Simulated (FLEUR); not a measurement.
A run of FLEUR MaX-R8.1 (later development tree) is set up as follows.

File inp.xml:

```xml
<?xml version="1.0" encoding="UTF-8" standalone="no"?>
<fleurInput fleurInputVersion="0.39">
   <comment>
      TiTe                                                                                                
   </comment>
   <calculationSetup>
      <cutoffs Kmax="4.26" Gmax="13.2" GmaxXC="13.2" numbands="0"/>
      <scfLoop itmax="100" minDistance="0.0002" maxIterBroyd="50" imix="Anderson" alpha="0.05" precondParam="0.0" spinf="2.0" sdNocoIR="T"/>
      <coreElectrons ctail="T" frcor="F" kcrel="0" coretail_lmax="0"/>
      <xcFunctional name="PBEs" relativisticCorrections="F"/>
      <magnetism jspins="1"/>
      <soc l_soc="F" theta="0.0" phi="0.0" spav="F"/>
      <expertModes spex="0" secvar="F"/>
      <geometryOptimization l_f="F" forcealpha="1.0" forcemix="BFGS" epsdisp="0.00001" epsforce="0.00001"/>
      <ldaU l_linMix="F" mixParam="0.05" spinf="1.0"/>
   </calculationSetup>
   <cell>
      <bzIntegration valenceElectrons="68.0" mode="hist" fermiSmearingEnergy="0.00183747">
         <kPointListSelection listName="default-1"/>
         <!-- k-points included here -->
         <xi:include xmlns:xi="http://www.w3.org/2001/XInclude" href="kpts.xml"> </xi:include>
      </bzIntegration>
      <!-- symmetry operations included here -->
      <xi:include xmlns:xi="http://www.w3.org/2001/XInclude" href="sym.xml"> </xi:include>
      <bulkLattice scale="1.0">
         <bravaisMatrix>
            <row-1>    7.2603277707132001     0.0000000000000000     0.0000000000000000</row-1>
            <row-2>   -3.6301638853566001     6.2876282891640356     0.0000000000000000</row-2>
            <row-3>    0.0000000000000000     0.0000000000000000    12.0999163758137982</row-3>
         </bravaisMatrix>
      </bulkLattice>
   </cell>
   <atomSpecies>
      <species name="Tellurium (Te)" element="Te" atomicNumber="52">
         <mtSphere radius="2.44" gridPoints="813" logIncrement="0.016"/>
         <atomicCutoffs lmax="10" lnonsphr="10"/>
         <electronConfig flipSpins="F">
            <coreConfig>(1s1/2) (2s1/2) (2p1/2) (2p3/2) (3s1/2) (3p1/2) (3p3/2) (4s1/2) (3d3/2) (3d5/2)</coreConfig>
            <valenceConfig>(4p1/2) (4p3/2) (5s1/2) (4d3/2) (4d5/2) (5p1/2) (5p3/2)</valenceConfig>
            <stateOccupation state="(5p1/2)" spinUp="0.666667" spinDown="0.666667"/>
            <stateOccupation state="(5p3/2)" spinUp="1.333333" spinDown="1.333333"/>
         </electronConfig>
         <energyParameters s="5" p="5" d="5" f="4"/>
         <lo type="SCLO" l="1" n="4" eDeriv="0"/>
         <lo type="SCLO" l="1" n="4" eDeriv="1"/>
         <lo type="SCLO" l="2" n="4" eDeriv="0"/>
         <lo type="SCLO" l="2" n="4" eDeriv="1"/>
         <lo type="SCLO" l="0" n="5" eDeriv="2"/>
         <lo type="SCLO" l="3" n="4" eDeriv="2"/>
      </species>
      <species name="Titanium (Ti)" element="Ti" atomicNumber="22">
         <mtSphere radius="2.3" gridPoints="771" logIncrement="0.016"/>
         <atomicCutoffs lmax="9" lnonsphr="9"/>
         <electronConfig flipSpins="F">
            <coreConfig>(1s1/2) (2s1/2) (2p1/2) (2p3/2)</coreConfig>
            <valenceConfig>(3s1/2) (3p1/2) (3p3/2) (4s1/2) (3d3/2) (3d5/2)</valenceConfig>
            <stateOccupation state="(3d3/2)" spinUp="0.400000" spinDown="0.400000"/>
            <stateOccupation state="(3d5/2)" spinUp="0.600000" spinDown="0.600000"/>
         </electronConfig>
         <energyParameters s="4" p="4" d="3" f="4"/>
         <ldaU l="2" U="2" J="0.0" l_amf="F"/>
         <lo type="SCLO" l="0" n="3" eDeriv="0"/>
         <lo type="SCLO" l="1" n="3" eDeriv="0"/>
         <lo type="SCLO" l="1" n="3" eDeriv="1"/>
         <lo type="SCLO" l="3" n="4" eDeriv="2"/>
      </species>
   </atomSpecies>
   <atomGroups>
      <atomGroup species="Tellurium (Te)">
         <relPos label="                   1">-1.000/3.000 1.000/3.000 -1.000/4.000</relPos>
         <relPos label="                   2">1.000/3.000 -1.000/3.000 1.000/4.000</relPos>
         <force calculate="T" relaxXYZ="TTT"/>
      </atomGroup>
      <atomGroup species="Titanium (Ti)">
         <relPos label="                   3">.0000000000 .0000000000 1.000/2.000</relPos>
         <relPos label="                   4">.0000000000 .0000000000 .0000000000</relPos>
         <force calculate="T" relaxXYZ="TTT"/>
      </atomGroup>
   </atomGroups>
   <output dos="F" band="F" slice="F">
      <checks vchk="F" cdinf="F"/>
      <bandDOS minEnergy="-.5*Htr" maxEnergy="0.5*Htr" sigma="0.015" storeEVData="T"/>
      <vacuumDOS vacdos="F" integ="F" star="F" nstars="0" locx1="0.0" locy1="0.0" locx2="0.0" locy2="0.0" nstm="0" tworkf="0.0"/>
      <unfoldingBand unfoldBand="F" supercellX="1" supercellY="1" supercellZ="1"/>
      <plotting iplot="0" polar="F">
         <plot TwoD="T" vec1="  1.0  0.0  0.0" vec2="  0.0  1.0  0.0" vec3="  0.0  0.0  1.0" zero="  0.0  0.0  0.0" file="plot"/>
      </plotting>
      <chargeDensitySlicing numkpt="0" minEigenval="0.0" maxEigenval="0.0" nnne="0" pallst="F"/>
      <specialOutput eonly="F"/>
      <moessbauerParams electricFieldGradient="T" isomerShift="T" coreHyperfine="T" valenceHyperfine="T"/>
      <magneticCircularDichroism mcd="F" energyLo="-10.0" energyUp="0.0"/>
   </output>
  <!-- We include the file relax.xml here to enable relaxations (see documentation) -->
  <xi:include xmlns:xi="http://www.w3.org/2001/XInclude" href="relax.xml"> <xi:fallback/> </xi:include>
</fleurInput>
```

The input crystal.txt:

```
TiTe
&input cartesian=F /
3.8420000000  0.0000000000  0.0000000000
-1.9210000000  3.3272696013  0.0000000000
0.0000000000  0.0000000000  6.4030000000
1.8897261246
1.0 1.0 1.0

4
52 0.6666666666  0.3333333332  0.7500000000
52 0.3333333332  0.6666666666  0.2500000000
22 -0.0000000001  -0.0000000001  0.5000000000
22 -0.0000000001  -0.0000000001  0.0000000000

&kpt div1=6 div2=6 div3=3 gamma=T /
```

Potentials or basis: all-electron, FLAPW.

Launch:

```bash
$ inpgen -f crystal.txt -profile fastHighL
$ # inp.xml edited to the form shown
$ fleur_MPI
```

Task: Estimate the band gap on the k mesh.

Result: None (metal or under the smearing width).

Core levels (eV from the Fermi level):
```tsv
atom	levels
1 Te	1s1/2 -31587.6, 2s1/2 -4839.5, 2p1/2 -4534.6, 2p3/2 -4260.3, 3s1/2 -959.8, 3p1/2 -834.4, 3p3/2 -783.3, 4s1/2 -160.1, 3d3/2 -562.0, 3d5/2 -551.3
2 Te	1s1/2 -31587.6, 2s1/2 -4839.5, 2p1/2 -4534.6, 2p3/2 -4260.3, 3s1/2 -959.8, 3p1/2 -834.4, 3p3/2 -783.3, 4s1/2 -160.1, 3d3/2 -562.0, 3d5/2 -551.3
3 Ti	1s1/2 -4857.4, 2s1/2 -531.4, 2p1/2 -443.0, 2p3/2 -437.2
4 Ti	1s1/2 -4857.4, 2s1/2 -531.4, 2p1/2 -443.0, 2p3/2 -437.2
```

Caveat: U without spin polarisation on a metal has little footing; the U is typed as a test and isn't derived for this compound. Spin-orbit coupling is left out, which matters for the levels of Te.
